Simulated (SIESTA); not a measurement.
Si2Mo:

```
Mo Si
1.0
    -1.60000    1.60000    3.93050
     1.60000   -1.60000    3.93050
     1.60000    1.60000   -3.93050
Mo Si
1 2
Direct
  0.00000 0.00000 0.00000
  0.66700 0.66700 0.00000
  0.33300 0.33300 0.00000
```

Base run:

- Program: SIESTA 5.4.2
- Functional: PBEsol
- Potentials or basis: PseudoDojo 0.4 standard (PBEsol files)
- Basis: DZP (energy shift 0.003 Ry; two zetas on semicore shells)
- Grid cutoff: 800 Ry
- Energy shift: 0.003 Ry
- k mesh: 12 × 12 × 12
- Occupations: fermi-dirac, width 0.05 eV
- Spin: no spin polarisation

Its results: band gap on the k mesh none (metal or under the smearing width); pressure -1.3 GPa; largest force 0.285 eV/Å.

Q: The run is repeated on the same cell with these changes: functional from PBEsol to vdW-DF-cx; potentials or basis from PseudoDojo 0.4 standard (PBEsol files) to PseudoDojo 0.4 standard (PBE files). What comes out?

A: Band gap on the k mesh none (metal or under the smearing width); pressure 1.8 GPa; largest force 0.304 eV/Å.

Caveats: the basis of atomic orbitals isn't converged, which shifts pressures, moduli and gaps; the potentials were made for another functional, which shifts forces and pressure (some runs).

Not every run made on this cell is shown here.
